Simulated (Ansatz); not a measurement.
## TiC: computed properties

Level of theory: DFT PBE, scalar-relativistic, plane waves, PAW in Ansatz 0.2.0.

Plane waves to 420 eV, a k mesh through Γ of 16×16×16 on the computed 2-atom cell and Gaussian smearing (0.10 eV); no spin polarisation.

The structure is relaxed at this level of theory with its symmetry kept.

```cif
data_structure
_symmetry_space_group_name_H-M 'Fm-3m'
_symmetry_Int_Tables_number 225
_cell_length_a 4.3328
_cell_length_b 4.3328
_cell_length_c 4.3328
_cell_angle_alpha 90.000
_cell_angle_beta 90.000
_cell_angle_gamma 90.000
_cell_volume 81.34
loop_
_atom_site_label
_atom_site_type_symbol
_atom_site_symmetry_multiplicity
_atom_site_Wyckoff_symbol
_atom_site_fract_x
_atom_site_fract_y
_atom_site_fract_z
_atom_site_occupancy
Ti1 Ti 4 a 0.00000 0.00000 0.00000 1
C1 C 4 b 0.50000 0.00000 0.00000 1
```

```
Space group                                                       : Fm-3m (No. 225)
Volume per atom                                                   : 10.17 Å³
Formation energy from the elements' standard states (uncorrected) : -0.830 eV/atom
Kohn–Sham band gap                                                : none (metal)
Density of states at the Fermi level                              : 0.28 states/eV per cell
Löwdin character within 0.5 eV of the Fermi level                 : Ti 3d 51 %, C 2p 47 %
Bulk modulus                                                      : 250 GPa
Its pressure derivative                                           : 4.0
Bader charges (e)                                                 : Ti (1 in the cell) 1.69, C (1 in the cell) -1.69
```